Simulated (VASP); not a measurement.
# MoS2 (R3m) in VASP: single point with PBE

Aim: the single point of MoS2 with PBE.

Everything below comes from runs of VASP 6.6.1. Logs are shortened: lines on timing, memory, paths and dates and some standing lists are left out, and cuts for length are marked.

## (1) The crystal as given

The structure is trigonal, space group R3m (No. 160). The conventional cell has a = 3.184 Å, b = 3.184 Å, c = 19.446 Å, α = 90.00°, β = 90.00°, γ = 120.00°. Around Mo (site symmetry 3m) lie 6 S at 2.41 Å. S (site symmetry 3m) has 3 Mo at 2.41 Å as nearest neighbours. S (site symmetry 3m) is surrounded by 3 Mo at 2.41 Å.

Measurements of this composition are mostly on another form, of space group No. 194.

## (2) Single point, PBE

File INCAR:

```
PREC = Accurate ; ENCUT = 520
EDIFF = 1E-7 ; ISMEAR = 0
SIGMA = 0.1 ; LREAL = F
LASPH = T ; NELM = 100
ALGO = Normal ; ISIF = 2
LWAVE = F ; LCHARG = T
GGA = PE ; LELF = T
LVHAR = T ; NBANDS = 20
```

File KPOINTS:

```
Automatic mesh
0
Gamma
  6 6 6
```

File POSCAR:

```
MoS2
1.0
    1.5921520000      0.9192290000      6.4820990000
   -1.5921520000      0.9192290000      6.4820990000
    0.0000000000     -1.8384590000      6.4820990000
Mo S
1 2
Direct
    0.9997750000      0.9997750000      0.9997750000
    0.4129300000      0.4129300000      0.4129300000
    0.2532960000      0.2532960000      0.2532960000
```

Potentials or basis: VASP PAW PBE potentials, release 64 (Mo_sv, S).

Run with:

```
> cat potpaw_PBE.64/Mo_sv/POTCAR potpaw_PBE.64/S/POTCAR > POTCAR
> mpirun -np 1 vasp_std > vasp.out
```

OUTCAR:

```text
PREC = Accurate
   ENCUT = 520
   EDIFF = 1E-7
   ISMEAR = 0
   LREAL = F
   LASPH = T
   NELM = 100
   ISIF = 2
   GGA = PE

 ion  position               nearest neighbor table
   1  1.000  1.000  1.000-   3 2.41   3 2.41   3 2.41   2 2.41   2 2.41   2 2.41
   2  0.413  0.413  0.413-   1 2.41   1 2.41   1 2.41
   3  0.253  0.253  0.253-   1 2.41   1 2.41   1 2.41

  LATTYP: Found a trigonal (rhomboedric) cell.
 ALAT       =     6.7377694671
 COS(alpha) =     0.8883222247

  Lattice vectors:

 A1 = (   1.5921520000,   0.9192290000,   6.4820990000)
 A2 = (  -1.5921520000,   0.9192290000,   6.4820990000)
 A3 = (   0.0000000000,  -1.8384590000,   6.4820990000)

Analysis of symmetry for initial positions (statically):
=====================================================================
 Subroutine PRICEL returns:
 Original cell was already a primitive cell.

 Routine SETGRP: Setting up the symmetry group for a
 trigonal (rhombohedral) supercell.

 Subroutine GETGRP returns: Found  6 space group operations
 (whereof  6 operations were pure point group operations)
 out of a pool of 12 trial point group operations.

The static configuration has the point symmetry C_3v.

Analysis of symmetry for dynamics (positions and initial velocities):
=====================================================================
 Subroutine PRICEL returns:
 Original cell was already a primitive cell.

 Routine SETGRP: Setting up the symmetry group for a
 trigonal (rhombohedral) supercell.

 Subroutine GETGRP returns: Found  6 space group operations
 (whereof  6 operations were pure point group operations)
 out of a pool of 12 trial point group operations.

The dynamic configuration has the point symmetry C_3v.

 Subroutine INISYM returns: Found  6 space group operations
 (whereof  6 operations are pure point group operations),
 and found     1 'primitive' translations

----------------------------------------------------------------------------------------

                                     Primitive cell

  volume of cell :      56.9214

  direct lattice vectors                    reciprocal lattice vectors
     1.592152000  0.919229000  6.482099000     0.314040368  0.181311301  0.051423681
[... 82 lines left out ...]
   ISPIN  =      1    spin polarized calculation?
   LNONCOLLINEAR =      F non collinear calculations
   LSORBIT =      F    spin-orbit coupling
   LASPH  =      T    aspherical Exc in radial PAW
   ENCUT  =  520.0 eV  38.22 Ry    6.18 a.u.  12.53 12.53 12.53*2*pi/ulx,y,z
   NELM   =    100;   NELMIN=  2; NELMDL= -5     # of ELM steps
   EDIFF  = 0.1E-06   stopping-criterion for ELM
   LREAL  =      F    real-space projection
   EDIFFG = 0.1E-05   stopping-criterion for IOM
   NSW    =      0    number of steps for IOM
   IBRION =     -1    ionic relax: 0-MD 1-quasi-New 2-CG
   NFREE  =      0    steps in history (QN), initial steepest desc. (CG)
   ISIF   =      2    stress and relaxation
   ISYM   =      2    0-nonsym 1-usesym 2-fastsym
   POTIM  = 0.5000    time-step for ionic-motion
   TEBEG  =    0.0;   TEEND  =   0.0 temperature during run
   PSTRESS=    0.0 pullay stress
   NELECT =      26.0000    total number of electrons
   NUPDOWN=      -1.0000    fix difference up-down
   EMIN   =  10.00;   EMAX   =-10.00  energy-range for DOS
   EFERMI =   0.00;   METHOD = LEGACY
   ISMEAR =     0;   SIGMA  =   0.10  broadening in eV -4-tet -1-fermi 0-gaus
   EFERMI_NEDOS =   21; number of points for ismear=-14 and -15
   IALGO  =     38    algorithm
   IMIX   =      4    mixing-type and parameters
     AMIX     =   0.40;   BMIX     =  1.00
     AMIX_MAG =   1.60;   BMIX_MAG =  1.00
  volume/ion in A,a.u.               =      18.97       128.04
  Fermi-wavevector in a.u.,A,eV,Ry     =   1.260784  2.382537 21.627514  1.589577
  Thomas-Fermi vector in A             =   2.394277
   LORBIT       =      0    0 simple, 1 ext, 2 COOP (PROOUT), +10 PAW based schemes
   GGA     = PE    functional components
   LHFCALC =     F    Hartree Fock is set to
   AEXX    =    0.0000 exact exchange contribution
   IVDW    =     0    specifies the selected vdW correction
   LEPSILON=     F    determine dielectric tensor
   LRPA    =     F    only Hartree local field effects (RPA)
 non-spin polarized calculation
 Gauss-broadening in eV      SIGMA  =   0.10
  energy-cutoff  :      520.00
  volume of cell :       56.92
 maximum number of plane-waves:      1545
   NGX = 25   NGY = 25   NGZ = 25

 number of electron      25.9999999 magnetization

 Free energy of the ion-electron system (eV)
  ---------------------------------------------------
  ext. energy  EPLUGINS =         0.00000000
  ---------------------------------------------------
  free energy    TOTEN  =       -21.83931702 eV

  energy without entropy =      -21.83931702  energy(sigma->0) =      -21.83931702

 E-fermi :   7.1521     XC(G=0): -10.3885

 val. band max:        6.6240667711   @ k =   0.5000   0.5000   0.5000
 cond. band min:       7.7158573299   @ k =  -0.1667   0.5000   0.1667
 fundamental gap:      1.0917905588
 Fermi energy:         7.1520734013

 k-point     1 :       0.0000    0.0000    0.0000
  band No.  band energies     occupation
      1     -54.7804      2.00000
      2     -28.9249      2.00000
      3     -28.7202      2.00000
      4     -28.7202      2.00000
      5      -8.0960      2.00000
      6      -6.5848      2.00000
[... 541 lines left out ...]
     19      14.8994      0.00000
     20      15.2231      0.00000

 [... further k-points ...]

------------------------ aborting loop because EDIFF is reached ----------------------------------------

  FORCE on cell =-STRESS in cart. coord.  units (eV):
  Direction    XX          YY          ZZ          XY          YZ          ZX
  --------------------------------------------------------------------------------------
  -------------------------------------------------------------------------------------
  Total        0.2657558      0.2657557      0.7884635      0.0000000     -0.0000000      0.0000000
  in kB        7.4802821      7.4802812     22.1930425      0.0000000     -0.0000011      0.0000000
  external PRESSURE =      12.3845353 kB  Pullay stress =       0.0000000 kB

 VOLUME and BASIS-vectors are now :
 -----------------------------------------------------------------------------
  energy-cutoff  :      520.00
  volume of cell :       56.92
      direct lattice vectors                 reciprocal lattice vectors
     1.592152000  0.919229000  6.482099000     0.314040368  0.181311301  0.051423681
    -1.592152000  0.919229000  6.482099000    -0.314040368  0.181311301  0.051423681
     0.000000000 -1.838459000  6.482099000     0.000000000 -0.362622603  0.051423653

 POSITION                                       TOTAL-FORCE (eV/Angst)
 -----------------------------------------------------------------------------------
      0.00000     -0.00000     19.44192         0.000000      0.000000     -0.001687
      0.00000     -0.00000      8.02996         0.000000     -0.000000      0.151336
      0.00000     -0.00000      4.92567         0.000000      0.000000     -0.149649
 -----------------------------------------------------------------------------------
    total drift:                               -0.000000     -0.000002      0.000020

  FREE ENERGIE OF THE ION-ELECTRON SYSTEM (eV)
  ---------------------------------------------------
  free  energy   TOTEN  =       -21.8393170212 eV

  energy  without entropy=      -21.8393170212  energy(sigma->0) =      -21.83931702
```

OSZICAR:

```text
N       E                     dE             d eps       ncg     rms          rms(c)
DAV:   1     0.187136824777E+03    0.18714E+03   -0.13340E+04  1280   0.122E+03
DAV:   2    -0.157282065909E+02   -0.20287E+03   -0.19688E+03  1596   0.315E+02
DAV:   3    -0.232475093725E+02   -0.75193E+01   -0.74441E+01  1600   0.573E+01
DAV:   4    -0.233369447494E+02   -0.89435E-01   -0.89393E-01  1592   0.663E+00
DAV:   5    -0.233383646908E+02   -0.14199E-02   -0.14199E-02  1592   0.810E-01    0.239E+01
DAV:   6    -0.222339229340E+02    0.11044E+01   -0.11020E+01  1380   0.199E+01    0.889E+00
DAV:   7    -0.219394879839E+02    0.29443E+00   -0.39076E+00  1308   0.114E+01    0.581E+00
DAV:   8    -0.218392269819E+02    0.10026E+00   -0.52231E-01  1448   0.443E+00    0.166E+00
DAV:   9    -0.218402853202E+02   -0.10583E-02   -0.20925E-02  1496   0.901E-01    0.585E-01
DAV:  10    -0.218392895044E+02    0.99582E-03   -0.84796E-03  1432   0.616E-01    0.128E-01
DAV:  11    -0.218393036229E+02   -0.14118E-04   -0.48862E-04  1508   0.154E-01    0.529E-02
DAV:  12    -0.218392933445E+02    0.10278E-04   -0.84002E-05  1480   0.588E-02    0.246E-02
DAV:  13    -0.218393162891E+02   -0.22945E-04   -0.35760E-05  1344   0.339E-02    0.118E-02
DAV:  14    -0.218393167899E+02   -0.50088E-06   -0.22267E-06  1708   0.878E-03    0.425E-03
DAV:  15    -0.218393170234E+02   -0.23345E-06   -0.76918E-07  1416   0.537E-03    0.270E-03
DAV:  16    -0.218393170212E+02    0.21500E-08   -0.12341E-07  1196   0.236E-03
   1 F= -.21839317E+02 E0= -.21839317E+02  d E =-.252912E-15
```

stdout:

```text
POSCAR found type information on POSCAR MoS
 POSCAR found :  2 types and       3 ions
 scaLAPACK will be used
 LDA part: xc-table for (Slater+PW92), standard interpolation
 POSCAR, INCAR and KPOINTS ok, starting setup
 FFT: planning ... GRIDC
 FFT: planning ... GRID_SOFT
 FFT: planning ... GRID
 WAVECAR not read
 entering main loop
```

Wall time 3.3 min (1 thread of AMD EPYC 7R43 (Zen 3), shared host); peak memory 0.28 GiB.

What came out:

```
Free energy            : -21.8393 eV
Pressure               : 1.2 GPa
Largest force          : 0.151 eV/Å
Band gap on the k mesh : 1.09 eV, indirect (least direct gap 1.66 eV)
```

Forces in eV/Å, atoms in the order of the input:
```
Mo   0.000  0.000 -0.002
S    0.000  0.000  0.151
S    0.000  0.000 -0.150
```

Levels at points of the mesh, in eV from the valence-band top:
```
           k point  band 10  band 11  band 12  band 13  band 14  band 15  band 16  band 17
(0.00, 0.00, 0.00)    -2.10    -2.10    -1.41    -0.88     2.19     2.19     2.52     2.52
(0.50, 0.00, 0.00)    -3.76    -2.23    -1.51    -1.24     1.70     2.16     3.53     3.68
(0.50, 0.50, 0.00)    -3.73    -2.60    -1.61    -1.12     1.68     2.24     3.19     3.91
(0.50, 0.50, 0.50)    -3.02    -2.08    -2.08     0.00     2.24     2.24     2.45     2.45
```
